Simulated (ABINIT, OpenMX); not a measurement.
One calculation of KCl, 4 ways

```
K Cl
1.0
     0.00000    3.14647    3.14647
     3.14647    0.00000    3.14647
     3.14647    3.14647    0.00000
K Cl
1 1
Direct
  0.00000 0.00000 0.00000
  0.50000 0.50000 0.50000
```

Alike in all runs: task band structure; functional PBE; k mesh 7 × 7 × 7; occupations fermi-dirac, width 0.05 eV; no spin polarisation; no spin-orbit coupling. Pressure is positive in compression and, in plane waves, holds the error of the finite cutoff. Gaps are the smaller of the mesh's and the band path's.

```csv
program and potentials,plane-wave cutoff (eV),notes,band gap (eV),pressure (GPa)
"OpenMX, OpenMX 2013 PBE set, K10.0-s3p2, Cl7.0-s2p2d1, grid cutoff 300 Ry",-,atomic basis,5.28,1.79
"OpenMX, OpenMX 2013 PBE set, K10.0-s3p2d1, Cl7.0-s2p2d1f1, grid cutoff 300 Ry",-,atomic basis,5.46,0.86
"ABINIT, JTH PAW PBE v2.0",680,-,5.19,0.84
"OpenMX, OpenMX 2013 PBE set, K10.0-s3p2d2, Cl7.0-s3p2d2f1, grid cutoff 300 Ry",-,atomic basis,5.32,0.86
```

The band gap spans 5.19 (ABINIT, JTH PAW PBE v2.0) to 5.46 eV (OpenMX, OpenMX 2013 PBE set, K10.0-s3p2d1, Cl7.0-s2p2d1f1, grid cutoff 300 Ry). The pressure spans 0.84 (ABINIT, JTH PAW PBE v2.0) to 1.79 GPa (OpenMX, OpenMX 2013 PBE set, K10.0-s3p2, Cl7.0-s2p2d1, grid cutoff 300 Ry). Rows in atomic bases carry the error of their basis and grid, which can be large.

Differences between rows come from potentials, basis sets and numerical settings, since the functional is the same but for its coding. Runs on potential files found faulty are left out.
